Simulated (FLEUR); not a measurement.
## Fe (c factor at fixed volume 1.1 on the database's cell): from one collinear state to anisotropy

One state of Fe (c factor at fixed volume 1.1 on the database's cell) is converged without symmetry. Force theorems then give its anisotropy.

Main program and level: FLEUR MaX-R8.1; PBE; all-electron FLAPW, Dirac cores, scalar-relativistic bands.

Report form: the programs' logs are mostly left out.

This is not the structure that Fe takes at ambient pressure and room temperature (bcc); it is a model or a phase of other conditions.

The database entry behind the starting cell differs from later determinations by our own check (an axis about 0.7 % long against later determinations), so it need not match the best structure at ambient conditions.

### 1. The starting structure

The structure is tetragonal, space group I4/mmm (No. 139). Conventional cell: a = 2.752 Å, b = 2.752 Å, c = 3.175 Å, α = 90.00°, β = 90.00°, γ = 90.00°. Nearest to Fe lie 12 Fe at 2.51 to 2.75 Å.

Coordinates:

```xyz
1
Lattice="-1.3758 1.3758 1.5873 1.3758 -1.3758 1.5873 1.3758 1.3758 -1.5873" Properties=species:S:1:pos:R:3 pbc="T T T"
Fe    0.0000    0.0000    0.0000
```

The cell is strained on purpose: c factor at fixed volume 1.1 on the database's cell.

### 2. Self-consistent state

The force theorems are single passes in this state's potential, so it has to be converged first.

No symmetry is used, so that later steps may turn the spins freely; k and −k are joined. inpgen writes inp.xml from crystal.txt; cutoffs, mixing, functional, smearing and local orbitals are then set in the file. The k list scf (kpts.xml, not shown) is a Γ-centred 14×14×14 mesh; where the ranks do not divide the number of points, some are split in two of half the weight.

Contents of inp.xml:

```
<?xml version="1.0" encoding="UTF-8" standalone="no"?>
<fleurInput fleurInputVersion="0.39">
   <comment>
      Fe
   </comment>
   <calculationSetup>
      <cutoffs Kmax="3.6" Gmax="10.8" GmaxXC="10.8" numbands="0"/>
      <scfLoop itmax="110" minDistance="0.00002" maxIterBroyd="15" imix="Anderson" alpha="0.05" precondParam="0.0" spinf="2.0" sdNocoIR="T"/>
      <coreElectrons ctail="F" frcor="F" kcrel="0" coretail_lmax="0"/>
      <xcFunctional name="pbe" relativisticCorrections="F"/>
      <magnetism jspins="2" l_noco="F" l_ss="F">
         <qss>0.0 0.0 0.0</qss>
         <mtNocoParams l_mperp="F" l_mtNocoPot="F" l_relaxSQA="F" mag_mixing_scheme="0" mix_RelaxWeightOffD="1.0" l_constrained="F" mix_constr="1.0"/>
         <sourceFreeMag l_sourceFree="F" l_scaleMag="F" mag_scale="1.0"/>
      </magnetism>
      <soc l_soc="F" theta="0.0" phi="0.0" spav="F"/>
      <expertModes spex="0" secvar="F"/>
      <geometryOptimization l_f="F" forcealpha="1.0" forcemix="BFGS" epsdisp="0.00001" epsforce="0.00001"/>
      <ldaU l_linMix="F" mixParam="0.05" spinf="1.0"/>
   </calculationSetup>
   <cell>
      <bzIntegration valenceElectrons="16.0" mode="hist" fermiSmearingEnergy="0.00183747">
         <kPointListSelection listName="scf"/>
         <xi:include xmlns:xi="http://www.w3.org/2001/XInclude" href="kpts.xml"> </xi:include>
      </bzIntegration>
      <xi:include xmlns:xi="http://www.w3.org/2001/XInclude" href="sym.xml"> </xi:include>
      <bulkLattice scale="1.0">
         <bravaisMatrix>
            <row-1>   -2.5999731122839962     2.5999731122839962     2.9995622775775796</row-1>
            <row-2>    2.5999731122839962    -2.5999731122839962     2.9995622775775796</row-2>
            <row-3>    2.5999731122839962     2.5999731122839962    -2.9995622775775796</row-3>
         </bravaisMatrix>
      </bulkLattice>
   </cell>
   <atomSpecies>
      <species name="Iron (Fe) 2.800" element="Fe" atomicNumber="26">
         <mtSphere radius="2.31" gridPoints="763" logIncrement="0.016"/>
         <atomicCutoffs lmax="8" lnonsphr="6"/>
         <electronConfig flipSpins="F">
            <coreConfig>(1s1/2) (2s1/2) (2p1/2) (2p3/2)</coreConfig>
            <valenceConfig>(3s1/2) (3p1/2) (3p3/2) (4s1/2) (3d3/2) (3d5/2)</valenceConfig>
            <stateOccupation state="(3d3/2)" spinUp="1.4" spinDown="1.0"/>
            <stateOccupation state="(3d5/2)" spinUp="3.0" spinDown="0.6"/>
         </electronConfig>
         <energyParameters s="4" p="4" d="3" f="4"/>
         <lo type="SCLO" l="0" n="3" eDeriv="0"/>
         <lo type="SCLO" l="1" n="3" eDeriv="0"/>
      </species>
   </atomSpecies>
   <atomGroups>
      <atomGroup species="Iron (Fe) 2.800">
         <relPos label="                   1">.0000000000 .0000000000 .0000000000</relPos>
         <force calculate="T" relaxXYZ="TTT"/>
         <nocoParams  alpha="0.0" beta="0.0"/>
      </atomGroup>
   </atomGroups>
   <output dos="F" band="F" slice="F">
      <bandDOS minEnergy="-.5*Htr" maxEnergy="0.5*Htr" sigma="0.015" storeEVData="T"/>
      <plotting iplot="0" polar="F">
         <plot TwoD="T" vec1="  1.0  0.0  0.0" vec2="  0.0  1.0  0.0" vec3="  0.0  0.0  1.0" zero="  0.0  0.0  0.0" file="plot"/>
      </plotting>
      <moessbauerParams electricFieldGradient="F" isomerShift="F" coreHyperfine="F" valenceHyperfine="F"/>
   </output>
</fleurInput>
```

Contents of crystal.txt:

```
Fe
&input film=F cartesian=F /
-1.37584652000  1.37584652000  1.58730000000
1.37584652000  -1.37584652000  1.58730000000
1.37584652000  1.37584652000  -1.58730000000
1.8897261246
1.0 1.0 1.0

1
26 0.00000000000  0.00000000000  0.00000000000 : 2.800

&kpt div1=14 div2=14 div3=14 gamma=T /
```

The run is started by

```console
$ OMP_NUM_THREADS=1 inpgen -f crystal.txt -nosym -noco > inpgen.log  # inp.xml is then edited as shown
$ OMP_NUM_THREADS=1 mpirun -n 4 fleur_MPI > fleur.log
```

Wall time 72 s (4 MPI ranks of Arm Neoverse V2, shared host); peak memory 0.35 GiB; 4.8 min of CPU time.

This step gave:

```
free energy    : -34634.6937 eV
magnetization  : 2.373 μB
final state    : ferromagnetic
largest moment : 2.432 μB
```

After 22 cycles the largest moment stands at 2.43 μB.

### 3. Anisotropy by the force theorem, rung 1

Anisotropy is a small difference, so it is taken from sums over occupied states at a frozen potential, where most errors cancel.

One pass with spin–orbit coupling for each direction, from the saved density. Inversion lets half of the mesh serve, which the program's warning doesn't know. The k list mae (kpts.xml, not shown) is a Γ-centred 19×19×19 mesh.

Changes to inp.xml since step 2:

```diff
@@ -6,4 +6,4 @@
    <calculationSetup>
-      <cutoffs Kmax="3.6" Gmax="10.8" GmaxXC="10.8" numbands="0"/>
-      <scfLoop itmax="110" minDistance="0.00002" maxIterBroyd="15" imix="Anderson" alpha="0.05" precondParam="0.0" spinf="2.0" sdNocoIR="T"/>
+      <cutoffs Kmax="3.6" Gmax="10.8" GmaxXC="10.8" numbands="36"/>
+      <scfLoop itmax="1" minDistance="0.00002" maxIterBroyd="15" imix="Anderson" alpha="0.05" precondParam="0.0" spinf="2.0" sdNocoIR="T"/>
       <coreElectrons ctail="F" frcor="F" kcrel="0" coretail_lmax="0"/>
@@ -15,3 +15,3 @@
       </magnetism>
-      <soc l_soc="F" theta="0.0" phi="0.0" spav="F"/>
+      <soc l_soc="T" theta="0.0" phi="0.0" spav="F"/>
       <expertModes spex="0" secvar="F"/>
@@ -22,3 +22,3 @@
       <bzIntegration valenceElectrons="16.0" mode="hist" fermiSmearingEnergy="0.00183747">
-         <kPointListSelection listName="scf"/>
+         <kPointListSelection listName="mae"/>
          <xi:include xmlns:xi="http://www.w3.org/2001/XInclude" href="kpts.xml"> </xi:include>
@@ -63,2 +63,5 @@
    </output>
+   <forceTheorem>
+      <MAE theta="0.0 1.5707963 1.5707963 0.7853982" phi="0.0 0.0 0.7853982 0.0"/>
+   </forceTheorem>
 </fleurInput>
```

The run is started by

```console
$ OMP_NUM_THREADS=1 mpirun -n 4 fleur_MPI -warn_only > fleur.log
```

The job ended after 38 s (4 MPI ranks; peak memory 0.86 GiB; 2.5 min of CPU time).

Anisotropy energies, by row:

| axis | x | y | z | band energy less the first axis' (meV a cell) |
| --- | --- | --- | --- | --- |
| [001] | 0 | 0 | 1 | 0 |
| [100] | 1 | 0 | 0 | -0.08498 |
| [110] | 0.7071 | 0.7071 | 0 | -0.08441 |
| 45 degrees from [001] toward [100] | 0.7071 | 0 | 0.7071 | -0.04283 |

Indices are those of the standard conventional cell; x, y, z give the same directions in the axes of the input.

### 4. Energy against the direction of the moments, rung 2

A second rung shows how far the first can be trusted.

The k list mae (kpts.xml, not shown) is a Γ-centred 29×29×29 mesh.

inp.xml is that of step 3.

The job ended after 2.2 min (4 MPI ranks; peak memory 2.6 GiB; 8.8 min of CPU time).

Anisotropy energies, by row:

| axis | x | y | z | band energy less the first axis' (meV a cell) |
| --- | --- | --- | --- | --- |
| [001] | 0 | 0 | 1 | 0 |
| [100] | 1 | 0 | 0 | -0.0707 |
| [110] | 0.7071 | 0.7071 | 0 | -0.07048 |
| 45 degrees from [001] toward [100] | 0.7071 | 0 | 0.7071 | -0.03543 |

### 5. Spin–orbit coupling, moments along [001]

Spin–orbit coupling ties the spins to the lattice and lets orbital moments form.

A new self-consistent run of the start ferro +, with the moments along z. The k list default-1 (kpts.xml, not shown) is a Γ-centred 29×29×29 mesh.

Changes to inp.xml since step 2:

```diff
@@ -6,12 +6,8 @@
    <calculationSetup>
-      <cutoffs Kmax="3.6" Gmax="10.8" GmaxXC="10.8" numbands="0"/>
+      <cutoffs Kmax="3.6" Gmax="10.8" GmaxXC="10.8" numbands="36"/>
       <scfLoop itmax="110" minDistance="0.00002" maxIterBroyd="15" imix="Anderson" alpha="0.05" precondParam="0.0" spinf="2.0" sdNocoIR="T"/>
-      <coreElectrons ctail="F" frcor="F" kcrel="0" coretail_lmax="0"/>
+      <coreElectrons ctail="T" frcor="F" kcrel="0" coretail_lmax="0"/>
       <xcFunctional name="pbe" relativisticCorrections="F"/>
-      <magnetism jspins="2" l_noco="F" l_ss="F">
-         <qss>0.0 0.0 0.0</qss>
-         <mtNocoParams l_mperp="F" l_mtNocoPot="F" l_relaxSQA="F" mag_mixing_scheme="0" mix_RelaxWeightOffD="1.0" l_constrained="F" mix_constr="1.0"/>
-         <sourceFreeMag l_sourceFree="F" l_scaleMag="F" mag_scale="1.0"/>
-      </magnetism>
-      <soc l_soc="F" theta="0.0" phi="0.0" spav="F"/>
+      <magnetism jspins="2"/>
+      <soc l_soc="T" theta="0.0" phi="0.0" spav="F"/>
       <expertModes spex="0" secvar="F"/>
@@ -22,3 +18,3 @@
       <bzIntegration valenceElectrons="16.0" mode="hist" fermiSmearingEnergy="0.00183747">
-         <kPointListSelection listName="scf"/>
+         <kPointListSelection listName="default-1"/>
          <xi:include xmlns:xi="http://www.w3.org/2001/XInclude" href="kpts.xml"> </xi:include>
@@ -53,3 +49,2 @@
          <force calculate="T" relaxXYZ="TTT"/>
-         <nocoParams  alpha="0.0" beta="0.0"/>
       </atomGroup>
```

Changes to crystal.txt since step 2:

```diff
@@ -11,2 +11,3 @@
 
-&kpt div1=14 div2=14 div3=14 gamma=T /
+&soc 0.0000000 0.0000000 /
+&kpt div1=29 div2=29 div3=29 gamma=T /
```

The run is started by

```console
$ OMP_NUM_THREADS=1 inpgen -f crystal.txt > inpgen.log  # inp.xml is then edited as shown
$ OMP_NUM_THREADS=1 mpirun -n 4 fleur_MPI > fleur.log
```

Run time: 3.8 min. Hardware: 4 MPI ranks; peak memory 0.8 GiB; 15 min of CPU time.

This step gave:

| Item | Value |
| --- | --- |
| free energy | -34634.7099 eV |
| program's band gap on this mesh (in a metal only a level spacing) | 1.35e-4 eV |
| magnetization | 2.349 μB |
| final state | ferromagnetic |
| largest moment | 2.407 μB |
| orbital moment along the spin | 0.04831 μB |

Orbital moment in the sphere, along the spin axis by atom:

| atom | orbital moment in the sphere, along the spin axis (μB) |
| --- | --- |
| Fe1 | 0.0483 |

### 6. What came out

```json
{
  "reference state": "ferromagnetic",
  "largest sphere moment": "2.43 μB",
  "easy direction of those tried": "the plane normal to [001]",
  "energy along [100] less [001], force theorem": "-0.0707 meV a primitive cell",
  "orbital moment on the atom of largest spin, along its spin (spin–orbit run)": "0.0483 μB"
}
```

By the force theorem the moments prefer the plane normal to [001], with no direction in it resolved; shape anisotropy is not in it. The difference for the second direction goes from -0.085 meV (mesh 19×19×19, 36 states, 2.5 min of CPU time) to -0.071 meV (mesh 29×29×29, 36 states, 8.8 min). On the atom of largest spin the orbital moment is almost quenched. The state was typed, and no other order was converged beside it, so it need not be the ground state.

[Logs and program files are shortened in this print: banners, set-up blocks, solver, clock and traceback lines can be left out without a mark of their own.]

[Logs are printed without paths, hosts, clocks, repeated set-up lines and the standing remarks that a program may print on its own settings, such as how far it seeks lower states.]

[Hosts, paths, dates, database ids (printed as entryN), source tags and the programs' standing remarks are cut or masked in the printed files.]

[Where a cell is said to come from a database of computed structures, the database is the Materials Project.]
